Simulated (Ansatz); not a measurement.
# 2H-CrOS monolayer in a perpendicular field, part 3 of 4

Wanted: the out-of-plane response of the 2H-CrOS monolayer. A positive field points along +c.

Ansatz 0.2.0; plane-wave DFT, PBE-D3(BJ), Ansatz PAW (the session's first sound run).

So far, equivalent conductor thickness p/(ε₀AE) (Å): step 8 (response, atoms held) 4.24.

## 9. Same geometry, cutoff 420 eV, functional LDA

This step: plane-wave DFT, LDA, Ansatz PAW (Ansatz 0.2.0).

The geometry is kept and the functional is LDA; other changes against the main runs: SCF threshold 1.0e-10 → 1.0e-09 eV, k-mesh 18×18×1 → 12×12×1 and no dispersion term, which doesn't act on the electrons.

File input.yaml:

```yaml
crystal:
  lattice:
    - [2.8127745428, 0.0, 0.0]
    - [-1.4063872714, 2.4359342092, 0.0]
    - [0.0, 0.0, 20.6277875796]
  atoms:
    - { symbol: S, position: [0.3333333333, 0.6666666667, 0.4363046674] }
    - { symbol: Cr, position: [0.0, 0.0, 0.5118850613] }
    - { symbol: O, position: [0.3333333333, 0.6666666667, 0.5636953326] }
kpoints:
  mp_grid: { grid: [12, 12, 1] }
hamiltonian:
  xc: lda
scf:
  occupations: { method: fermi_dirac, width: 0.05 }
  convergence: { dr2_threshold: 1.0e-09 }
efield:
  axis: 3
  dipole_correction: true
  ramp_position: 0.97
  ramp_width: 0.06
  amplitude: 0.1
output:
  write_potential: true
  write_density: true
  volumetric_format: npy
```

Launch:

```bash
$ ansatz run input.yaml --threads 2 --pin off --max-ram 3072MiB --backend cpu --events-out ev --progress --plain --runs-dir out
```

Numbers of over 12 decimals in the logs are rounded to 6 here.

The program printed:

```text
[...]
Crystal: 3 atoms, lattice volume = 141.336 Å³
Basis set: ecut = 420 eV, 2805 PW (Γ)
Bands: 17, of which v1, the nominal top of the filled ones, is band 13 counted from 1 (12 counted from 0)
Symmetry: 6 space group operations
[...]
k-points: 19 of 144 (time reversal used)
[...]
SCF iter   1: F=—  HF=-4754.196259 eV  |F-HF|=—  |Δ(HF+E_count)|=         —  Δρ=1.39e-1  dr2=2.97e1  ethr=3.10e-3  p=0.018 e·Å  D=2.31e-2 V/Å  ΔV_dip=-0.48 eV  dr2_dipole=3.22e-2  V_vac-E_F(+/−)=5.63/4.27 eV  ⟨swp⟩=10.4  Hψ=2393  notcnv=0
[...]
SCF iter  16: F=-4748.789705 eV  HF=-4748.789705 eV  |F-HF|=9.64e-11  |Δ(HF+E_count)|=  1.40e-10  Δρ=2.24e-7  dr2=1.05e-10  ethr=3.85e-12  p=-0.081 e·Å  D=-1.04e-1 V/Å  ΔV_dip=2.15 eV  dr2_dipole=8.39e-12  V_vac-E_F(+/−)=8.02/4.03 eV  ⟨swp⟩=2.7  Hψ=818  notcnv=0
SCF 1 converged in 16 iterations: F = -4748.789705 eV  dr2 = 1.05e-10
[...]
SCF converged after 16 iterations
Free energy (F): -4748.789705 eV
[...]
Internal energy: -4748.788486 eV  (E = F + TS)
E sigma→0 (E₀):  -4748.789095 eV
Entropy (-TS):   -0.001219 eV (-0.406 meV/atom)
Fermi energy:    -1.606520 eV
Dipole field:    D = -0.104330 V/Å  (p = -0.081489 e·Å, saw-weighted, corrected)
Work function:   not extracted (applied field tilts the vacuum); planar V_es + V_field profile in the machine report
[...]
--- Band table (eV; the first three rows and the last of 19) ---
  k-point 0: bands = [... 9 lower, -5.2644, -3.5178, -3.5178, -1.7162, -0.1847, -0.1847, 1.0144, 1.0144]
  k-point 1: bands = [... 9 lower, -5.1460, -3.7310, -3.6169, -1.8144, -0.2358, -0.1424, 0.5455, 0.9192]
  k-point 2: bands = [... 9 lower, -5.0765, -4.3143, -3.8139, -2.1547, -0.4568, -0.1701, -0.0338, 0.8075]
  k-point 18: bands = [... 9 lower, -6.4030, -5.8694, -4.4143, -2.7810, -1.4672, -0.2248, 0.0856, 0.9585]
```

It took 4.5 s on 2 threads of Arm Neoverse V2, shared host; peak memory 0.37 GiB; 8.8 s of CPU time.

Numbers from this step:

```yaml
energy_at_zero_smearing: -4748.7891 eV
dipole_along_the_normal: -0.08149 e·Å
```

The dipole is -0.0815 e·Å.

## 10. Same geometry, cutoff 420 eV, functional LDA (run 2)

The same run in the opposite field.

Edit input.yaml of step 9 so:

```diff
@@ -21,3 +21,3 @@
   ramp_width: 0.06
-  amplitude: 0.1
+  amplitude: -0.1
 output:
```

The program printed:

```text
[...]
Crystal: 3 atoms, lattice volume = 141.336 Å³
Basis set: ecut = 420 eV, 2805 PW (Γ)
Bands: 17, of which v1, the nominal top of the filled ones, is band 13 counted from 1 (12 counted from 0)
Symmetry: 6 space group operations
[...]
k-points: 19 of 144 (time reversal used)
[...]
--- Band table (eV; the first three rows and the last of 19) ---
  k-point 0: bands = [... 9 lower, -5.2100, -3.4730, -3.4730, -1.6869, -0.1483, -0.1483, 1.0680, 1.0680]
  k-point 1: bands = [... 9 lower, -5.0936, -3.6843, -3.5716, -1.7841, -0.1997, -0.1057, 0.5990, 0.9725]
  k-point 2: bands = [... 9 lower, -5.0318, -4.2595, -3.7673, -2.1222, -0.4076, -0.1313, 0.0048, 0.8585]
  k-point 18: bands = [... 9 lower, -6.3613, -5.8425, -4.3735, -2.7367, -1.4234, -0.1759, 0.1266, 1.0083]
[key lines of the parts left out:]
SCF converged after 15 iterations
Free energy (F): -4748.809222 eV
Fermi energy:    -1.569568 eV
Dipole field:    D = -0.145511 V/Å  (p = -0.113655 e·Å, saw-weighted, corrected)
```

Run time: 4.5 s. Hardware: 2 threads; peak memory 0.37 GiB.

The dipole is -0.114 e·Å.

## 11. Response at this level

This step: plane-wave DFT, LDA, Ansatz PAW; response to a field along the normal, atoms held (Ansatz 0.2.0).

The two signs of the field give the slope at this level.

This step gave:

```yaml
equivalent_conductor_thickness_p_eps_0ae: 4.247 Å
```

The induced dipole is that of a conductor 4.25 Å thick.

## 12. Same geometry, cutoff 420 eV, functional PBE

This step: plane-wave DFT, PBE, Ansatz PAW (Ansatz 0.2.0).

The geometry is kept and the functional is PBE; other changes against the main runs: SCF threshold 1.0e-10 → 1.0e-09 eV, k-mesh 18×18×1 → 12×12×1 and no dispersion term, which doesn't act on the electrons.

Edit input.yaml of step 10 so:

```diff
@@ -12,3 +12,3 @@
 hamiltonian:
-  xc: lda
+  xc: pbe
 scf:
@@ -21,3 +21,3 @@
   ramp_width: 0.06
-  amplitude: -0.1
+  amplitude: 0.1
 output:
```

The program printed:

```text
[...]
Crystal: 3 atoms, lattice volume = 141.336 Å³
Basis set: ecut = 420 eV, 2805 PW (Γ)
Bands: 17, of which v1, the nominal top of the filled ones, is band 13 counted from 1 (12 counted from 0)
Symmetry: 6 space group operations
[...]
k-points: 19 of 144 (time reversal used)
[...]
--- Band table (eV; the first three rows and the last of 19) ---
  k-point 0: bands = [... 9 lower, -4.9535, -3.2003, -3.2003, -1.4158, 0.1427, 0.1427, 1.3106, 1.3106]
  k-point 1: bands = [... 9 lower, -4.8369, -3.4192, -3.3003, -1.5139, 0.0906, 0.1817, 0.8485, 1.2186]
  k-point 2: bands = [... 9 lower, -4.7659, -4.0228, -3.5009, -1.8503, -0.1396, 0.1440, 0.2894, 1.1173]
  k-point 18: bands = [... 9 lower, -6.1440, -5.5410, -4.1378, -2.4532, -1.1572, 0.1075, 0.3915, 1.2726]
[key lines of the parts left out:]
SCF converged after 16 iterations
Free energy (F): -4848.011397 eV
Fermi energy:    -1.301089 eV
Dipole field:    D = -0.099402 V/Å  (p = -0.077641 e·Å, saw-weighted, corrected)
```

Wall time 4.6 s (2 threads); peak memory 0.38 GiB.

The dipole is -0.0776 e·Å.

## 13. Same geometry, cutoff 420 eV, functional PBE (run 2)

The same run in the opposite field.

Edit input.yaml of step 12 so:

```diff
@@ -21,3 +21,3 @@
   ramp_width: 0.06
-  amplitude: 0.1
+  amplitude: -0.1
 output:
```

The program printed:

```text
[...]
Crystal: 3 atoms, lattice volume = 141.336 Å³
Basis set: ecut = 420 eV, 2805 PW (Γ)
Bands: 17, of which v1, the nominal top of the filled ones, is band 13 counted from 1 (12 counted from 0)
Symmetry: 6 space group operations
[...]
k-points: 19 of 144 (time reversal used)
[...]
--- Band table (eV; the first three rows and the last of 19) ---
  k-point 0: bands = [... 9 lower, -4.9003, -3.1565, -3.1565, -1.3872, 0.1788, 0.1788, 1.3634, 1.3634]
  k-point 1: bands = [... 9 lower, -4.7855, -3.3734, -3.2559, -1.4842, 0.1262, 0.2180, 0.9012, 1.2712]
  k-point 2: bands = [... 9 lower, -4.7220, -3.9690, -3.4551, -1.8184, -0.0913, 0.1825, 0.3274, 1.1673]
  k-point 18: bands = [... 9 lower, -6.1025, -5.5151, -4.0977, -2.4096, -1.1139, 0.1558, 0.4322, 1.3214]
[key lines of the parts left out:]
SCF converged after 15 iterations
Free energy (F): -4848.030138 eV
Fermi energy:    -1.264724 eV
Dipole field:    D = -0.140498 V/Å  (p = -0.109740 e·Å, saw-weighted, corrected)
```

Elapsed: 4.5 s, on 2 threads; peak memory 0.38 GiB.

The dipole is -0.110 e·Å.

## 14. Response at this level

This step: plane-wave DFT, PBE, Ansatz PAW; response to a field along the normal, atoms held (Ansatz 0.2.0).

The induced dipole is that of a conductor 4.24 Å thick.

## 15. Same geometry, cutoff 500 eV, functional r2SCAN

This step: plane-wave DFT, r2SCAN, Ansatz PAW (Ansatz 0.2.0).

The geometry is kept and the functional is r2SCAN; other changes against the main runs: SCF threshold 1.0e-10 → 1.0e-09 eV, cutoff 420 → 500, k-mesh 18×18×1 → 12×12×1 and no dispersion term, which doesn't act on the electrons.

Edit input.yaml of step 13 so:

```diff
@@ -12,3 +12,3 @@
 hamiltonian:
-  xc: pbe
+  xc: r2scan
 scf:
@@ -21,3 +21,3 @@
   ramp_width: 0.06
-  amplitude: -0.1
+  amplitude: 0.1
 output:
```

The program printed:

```text
[...]
Crystal: 3 atoms, lattice volume = 141.336 Å³
Basis set: ecut = 500 eV, 3567 PW (Γ), exchange–correlation on 96×96×640 points (64 copies of the dense FFT grid, shifted against one another)
Bands: 17, of which v1, the nominal top of the filled ones, is band 13 counted from 1 (12 counted from 0)
Symmetry: 6 space group operations
[...]
--- Band table (eV; the first three rows and the last of 19) ---
  k-point 0: bands = [... 9 lower, -5.3331, -3.4821, -3.4821, -1.6278, 0.0875, 0.0875, 1.2388, 1.2388]
  k-point 1: bands = [... 9 lower, -5.2135, -3.7125, -3.5871, -1.7300, 0.0331, 0.1180, 0.7774, 1.1494]
  k-point 2: bands = [... 9 lower, -5.1315, -4.3593, -3.8013, -2.0728, -0.2366, 0.0474, 0.2402, 1.0672]
  k-point 18: bands = [... 9 lower, -6.5760, -5.9146, -4.4966, -2.6659, -1.3576, 0.0379, 0.2656, 1.2479]
[key lines of the parts left out:]
SCF converged after 14 iterations
Free energy (F): -4857.643204 eV
Fermi energy:    -1.506681 eV
Dipole field:    D = -0.108189 V/Å  (p = -0.084504 e·Å, saw-weighted, corrected)
```

It took 9 s on 2 threads; peak memory 0.68 GiB; 18 s of CPU time.

The dipole is -0.0845 e·Å.

## 16. Same geometry, cutoff 500 eV, functional r2SCAN (run 2)

The same run in the opposite field.

Edit input.yaml of step 15 so:

```diff
@@ -21,3 +21,3 @@
   ramp_width: 0.06
-  amplitude: 0.1
+  amplitude: -0.1
 output:
```

The program printed:

```text
[...]
Crystal: 3 atoms, lattice volume = 141.336 Å³
Basis set: ecut = 500 eV, 3567 PW (Γ), exchange–correlation on 96×96×640 points (64 copies of the dense FFT grid, shifted against one another)
Bands: 17, of which v1, the nominal top of the filled ones, is band 13 counted from 1 (12 counted from 0)
Symmetry: 6 space group operations
[...]
--- Band table (eV; the first three rows and the last of 19) ---
  k-point 0: bands = [... 9 lower, -5.2802, -3.4391, -3.4391, -1.5991, 0.1245, 0.1245, 1.2918, 1.2918]
  k-point 1: bands = [... 9 lower, -5.1624, -3.6673, -3.5434, -1.7003, 0.0696, 0.1552, 0.8299, 1.2021]
  k-point 2: bands = [... 9 lower, -5.0879, -4.3057, -3.7561, -2.0409, -0.1889, 0.0869, 0.2793, 1.1172]
  k-point 18: bands = [... 9 lower, -6.5341, -5.8892, -4.4567, -2.6219, -1.3138, 0.0862, 0.3072, 1.2964]
[key lines of the parts left out:]
SCF converged after 12 iterations
Free energy (F): -4857.663287 eV
Fermi energy:    -1.470090 eV
Dipole field:    D = -0.148903 V/Å  (p = -0.116304 e·Å, saw-weighted, corrected)
```

Elapsed: 8 s, on 2 threads; peak memory 0.68 GiB.

The dipole is -0.116 e·Å.

## 17. Response at this level

This step: plane-wave DFT, r2SCAN, Ansatz PAW; response to a field along the normal, atoms held (Ansatz 0.2.0).

The induced dipole is that of a conductor 4.20 Å thick.

## 18. Same geometry, cutoff 420 eV, functional HSE06

This step: plane-wave DFT, HSE06, Ansatz PAW (Ansatz 0.2.0).

The geometry is kept and the functional is HSE06; other changes against the main runs: SCF threshold 1.0e-10 → 1.0e-09 eV, k-mesh 18×18×1 → 12×12×1 and no dispersion term, which doesn't act on the electrons.

Edit input.yaml of step 16 so:

```diff
@@ -12,3 +12,3 @@
 hamiltonian:
-  xc: r2scan
+  xc: hse06
 scf:
@@ -21,3 +21,3 @@
   ramp_width: 0.06
-  amplitude: -0.1
+  amplitude: 0.1
 output:
```

The program printed:

```text
[...]
Crystal: 3 atoms, lattice volume = 141.336 Å³
Basis set: ecut = 420 eV, 2805 PW (Γ)
Bands: 17, of which v1, the nominal top of the filled ones, is band 13 counted from 1 (12 counted from 0)
Symmetry: 6 space group operations
[...]
k-points: 19 of 144 (time reversal used)
[...]
k-point 0: bands = [... 9 lower, -6.0640, -4.0094, -4.0094, -2.1037, 0.5082, 0.5082]
  k-point 1: bands = [... 9 lower, -5.9485, -4.2492, -4.1237, -2.2199, 0.4268, 0.5207]
  k-point 2: bands = [... 9 lower, -5.8676, -4.9303, -4.3594, -2.5967, -0.0140, 0.3741]
  k-point 18: bands = [... 9 lower, -7.4417, -6.6618, -5.1644, -3.0946, -1.3785, 0.3771]
  guard bands above this table: 2 of the run's 17 bands. The solve was not asked for them (output.publish_guard_bands: true or output.eigenvalues: true publishes all)
[key lines of the parts left out:]
Free energy (F): -4845.841073 eV
Fermi energy:    -1.751348 eV
Dipole field:    D = -0.124814 V/Å  (p = -0.097489 e·Å, saw-weighted, corrected)
```

Wall time 75 s (2 threads); peak memory 2.4 GiB.

The dipole is -0.0975 e·Å.

## 19. Same geometry, cutoff 420 eV, functional HSE06 (run 2)

The same run in the opposite field.

Edit input.yaml of step 18 so:

```diff
@@ -21,3 +21,3 @@
   ramp_width: 0.06
-  amplitude: 0.1
+  amplitude: -0.1
 output:
```

The program printed:

```text
[...]
Crystal: 3 atoms, lattice volume = 141.336 Å³
Basis set: ecut = 420 eV, 2805 PW (Γ)
Bands: 17, of which v1, the nominal top of the filled ones, is band 13 counted from 1 (12 counted from 0)
Symmetry: 6 space group operations
[...]
k-points: 19 of 144 (time reversal used)
[...]
--- Band table (eV; the first three rows and the last of 19) ---
  k-point 0: bands = [... 9 lower, -6.0088, -3.9676, -3.9676, -2.0763, 0.5478, 0.5478]
  k-point 1: bands = [... 9 lower, -5.8955, -4.2048, -4.0812, -2.1913, 0.4658, 0.5606]
  k-point 2: bands = [... 9 lower, -5.8228, -4.8767, -4.3150, -2.5653, 0.0354, 0.4165]
  k-point 18: bands = [... 9 lower, -7.4012, -6.6359, -5.1239, -3.0491, -1.3333, 0.4268]
[...]
[key lines of the parts left out:]
Free energy (F): -4845.863744 eV
Fermi energy:    -1.714794 eV
Dipole field:    D = -0.165395 V/Å  (p = -0.129185 e·Å, saw-weighted, corrected)
```

Elapsed: 74 s, on 2 threads; peak memory 2.4 GiB; 2.4 min of CPU time.

The dipole is -0.129 e·Å.

## 20. The series together

Times are for 2 threads of Arm Neoverse V2, shared host. Results by setting:

| no. | functional | field | dipole along the normal (e·Å) | time | memory (GiB) |
| --- | --- | --- | --- | --- | --- |
| 1 | lda | 0.1 V/Å | -0.08149 | 4.5 s | 0.37 |
| 2 | lda | -0.1 V/Å | -0.1137 | 4.5 s | 0.37 |
| 3 | pbe | 0.1 V/Å | -0.07764 | 4.6 s | 0.38 |
| 4 | pbe | -0.1 V/Å | -0.1097 | 4.5 s | 0.38 |
| 5 | r2scan | 0.1 V/Å | -0.08450 | 9 s | 0.68 |
| 6 | r2scan | -0.1 V/Å | -0.1163 | 8 s | 0.68 |
| 7 | hse06 | 0.1 V/Å | -0.09749 | 75 s | 2.4 |
| 8 | hse06 | -0.1 V/Å | -0.1292 | 74 s | 2.4 |

## 21. Response at this level

This step: plane-wave DFT, HSE06, Ansatz PAW; response to a field along the normal, atoms held (Ansatz 0.2.0).

The induced dipole is that of a conductor 4.19 Å thick.

[end of part 3 of 4]

[Logs are printed without paths, hosts, clocks, repeated set-up lines and the standing remarks that a program may print on its own settings, such as how far it seeks lower states.]

[Hosts, paths, dates, database ids (printed as entryN), source tags and the programs' standing remarks are cut or masked in the printed files.]

[Maps of the electrostatic potential energy from Ansatz leave out the sawtooth potential of an applied field or a dipole correction, so their vacuum need not be flat; planar profiles and work functions include it.]
